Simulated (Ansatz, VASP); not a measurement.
## Two plane-wave programs on Ru

```
CELL_PARAMETERS angstrom
4.39555 0.00000 0.00000
-2.19778 3.80666 0.00000
0.00000 0.00000 2.76354
ATOMIC_POSITIONS crystal
Ru 0.00000 0.00000 0.00000
Ru 0.33333 0.66667 0.50000
Ru 0.66667 0.33333 0.50000
```

Alike in both runs: task single point; functional revPBE; k mesh 10 × 10 × 13; occupations fermi-dirac, width 0.1 eV; no spin polarisation.

|  | VASP | Ansatz |
| --- | --- | --- |
| version | VASP 6.6.1 | Ansatz 0.2.0 |
| potentials or method | VASP PAW PBE potentials, release 64 (Ru_pv) | plane waves (420 eV) with PAW, scalar-relativistic |
| plane-wave cutoff (eV) | 520 | 420 |
| valence electrons in the cell | 42 | 48 |

```csv
,VASP,Ansatz,Ansatz less VASP
pressure (GPa),-17.9,-17.9,+0.06
largest component of the traceless stress (GPa),1.77,1.82,+0.054
```

With one functional, cell and mesh, what is left measures potentials, basis and numerics. The two sets of potentials don't hold the same shells in valence.

Caveats: so large a pressure means that the cell lies far from this level's equilibrium, or that cutoff or potentials fall short (VASP); the potentials were made for another functional, which shifts forces and pressure (VASP).
